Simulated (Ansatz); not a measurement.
The system is PtS2.

```
Pt S
1.0
     3.54320    0.00000    0.00000
    -1.77160    3.06850    0.00000
     0.00000    0.00000    5.03880
Pt S
1 2
Direct
  0.00000 0.00000 0.00000
  0.66667 0.33333 0.77300
  0.33333 0.66667 0.22700
```

Base run:

```yaml
Program: Ansatz 0.2.0
Functional: r2SCAN50
Potentials_or_basis: Ansatz PAW
Cutoff: 500 eV
Density_cutoff: 2000 eV
k_mesh: 5 × 5 × 3
Occupations: fermi-dirac, width 0.05 eV
Spin: no spin polarisation
```

Its results: band gap on the k mesh 3.98 eV, indirect (least direct gap 4.47 eV); largest force 0.580 eV/Å.

**Question.** After a change of settings the same cell gave: band gap on the k mesh 7.54 eV, indirect (least direct gap 8.28 eV); largest force 1.183 eV/Å. Which change was it?
A. functional from r2SCAN50 to HF; cutoff from 500 eV to 420 eV; density cutoff from 2000 eV to 1680 eV
B. functional from r2SCAN50 to HSE06 form with a typed share of exact exchange; cutoff from 500 eV to 420 eV; density cutoff from 2000 eV to 1680 eV
C. functional from r2SCAN50 to PBEsol; cutoff from 500 eV to 420 eV; density cutoff from 2000 eV to 1680 eV; k mesh from 5 × 5 × 3 to 9 × 9 × 5
D. functional from r2SCAN50 to PBEsol0; cutoff from 500 eV to 420 eV; density cutoff from 2000 eV to 1680 eV

**Answer.** A.

Caveats: the k mesh misses the band edges, so the gap on the mesh is wider than the one along the path; spin-orbit coupling is left out, which moves the levels of the heavy elements; the PAW data sets come from PBE, with cores solved anew for the run's functional, which leaves a small shift of forces and pressure; the potentials were made for another functional, which shifts forces and pressure (some runs).

Not every run made on this cell is shown here.
